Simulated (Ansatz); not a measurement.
**SiC: energy against volume in PBE, exact exchange and the RPA**

How do exact exchange and RPA correlation set the lattice of zincblende SiC? The cell is scaled at fixed shape.

Code: Ansatz 0.2.0. PBE orbitals, norm-conserving pseudopotentials, plane waves. Computed at 0 K without zero-point motion; spin polarisation is off.

**1. The cell**

The cell was relaxed beforehand with r2SCAN; volume changes: +0 %, -5 %, +5 %, -10 %, +10 %.

It is cubic, F-43m (No. 216); conventional cell a = 4.356 Å, 10.33 Å³ an atom. Si has 4 C at 1.89 Å; C has 4 Si at 1.89 Å.

The structure in full:

```cif
data_structure
_symmetry_space_group_name_H-M 'F-43m'
_symmetry_Int_Tables_number 216
_cell_length_a 4.3561
_cell_length_b 4.3561
_cell_length_c 4.3561
_cell_angle_alpha 90.000
_cell_angle_beta 90.000
_cell_angle_gamma 90.000
_cell_volume 82.66
loop_
_atom_site_label
_atom_site_type_symbol
_atom_site_symmetry_multiplicity
_atom_site_Wyckoff_symbol
_atom_site_fract_x
_atom_site_fract_y
_atom_site_fract_z
_atom_site_occupancy
Si1 Si 4 a 0.00000 0.00000 0.00000 1
C1 C 4 d 0.25000 0.25000 0.75000 1
```

**2. The unscaled cell**

Input file input.yaml:

```yaml
crystal:
  lattice:
    - [0.0, 2.178053164, 2.178053164]
    - [2.178053164, 0.0, 2.178053164]
    - [2.178053164, 2.178053164, 0.0]
  atoms:
    - { symbol: Si, position: [0.0, 0.0, 0.0] }
    - { symbol: C, position: [0.25, 0.25, 0.25] }
kpoints:
  mp_grid: { grid: [6, 6, 6] }
hamiltonian:
  xc: pbe
  pseudopotentials: { kind: nc }
scf:
  occupations: { method: fixed }
output:
  rpa_energy:
    ecut_chi_ladder: [317, 355, 394, 437, 480]
    long_wavelength: optical_limit
basis:
  ecutwfc: 1115.666836
```

The runs that follow: Volume -5 %; Volume +5 %; Volume -10 %; Volume +10 %.

**Question.** What will these runs give?

As calculated:

Energies in meV/atom from the unscaled cell:

```csv
volume (Å³/atom),PBE,exact exchange,EXX+RPA,RPA correlation
9.299,110.6,83.7,86.8,3.1
9.816,32.0,16.6,20.2,3.6
10.333,0.0,0.0,0.0,0.0
10.849,4.7,23.4,16.0,-7.4
11.366,38.2,78.6,60.4,-18.3
```

| energy | V₀ (Å³/atom) | B₀ (GPa) | B₀′ |
| --- | --- | --- | --- |
| PBE | 10.512 | 212 | 3.9 |
| exact exchange | 10.269 | 253 | 3.6 |
| EXX+RPA | 10.342 | 223 | 3.9 |

Birch–Murnaghan fits.

**Reading.** RPA correlation grows weaker on compression, so it pulls the cell out against exact exchange alone. The log puts the extrapolation error of each correlation energy at up to 1 meV/atom, against 87 meV/atom for the whole EXX+RPA curve; part of it cancels between volumes. EXX+RPA puts the volume -1.6 % from PBE and the bulk modulus +5 %. The 6×6×6 mesh and the pseudopotentials limit these values, and the core-valence term stays semilocal.
